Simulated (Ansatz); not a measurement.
# Hf₂S: how the plane-wave cutoff moves the results

These are results of DFT PBEsol, scalar-relativistic, plane waves, PAW (Ansatz), not measurements.

```yaml
crystal:
  lattice:
    - [3.43634, -0.02955, 0.00480]
    - [-1.74376, 2.91111, -0.03245]
    - [0.01667, -0.12048, 11.77420]
  atoms:
    - { symbol: Hf, position: [0.66804, 0.36637, 0.91610] }
    - { symbol: Hf, position: [0.30101, 0.65835, 0.39360] }
    - { symbol: Hf, position: [0.63618, 0.32607, 0.59518] }
    - { symbol: Hf, position: [0.37070, 0.64916, 0.10361] }
    - { symbol: S, position: [0.05917, 0.07644, 0.74786] }
    - { symbol: S, position: [0.01845, 0.04454, 0.24244] }
```

| Item | Value |
| --- | --- |
| Γ-centred k-mesh | 10×10×4 |
| occupation rule | Gaussian smearing, 0.1 eV |
| spin treatment | unpolarised |
| valence charge of the PAW sets | Hf 26, S 6 |

The atoms are held and the plane-wave cutoff is swept. Energies are extrapolated to zero smearing and count from the reference run, 420 eV. The cell was strained and its atoms displaced at random, so that forces don't vanish. Spin–orbit coupling is left out. Pressure is positive in compression and holds a correction for the finite cutoff (Pulay stress).

Times are rough; the reference took 3.1 min on 1 thread of Arm Neoverse V2 (shared host), peak memory 1.2 GiB.

Q: One run gave ΔE = 661 meV/atom and P = -2.13 GPa. Which plane-wave cutoff did it use, of 200, 250, 300, 350?

A: 250 eV. All runs:

```tsv
cutoff (eV)	ΔE (meV/atom)	P (GPa)	largest change of a force component (eV/Å)	plane waves at Γ	wall time (s)
200	3921	-4.15	0.251	733	63
250	661	-2.13	0.063	1071	81
300	62.9	-1.86	0.025	1389	110
350	3.44	-1.84	0.006	1731	130
420	0.00	-1.89	0.000	2299	190
```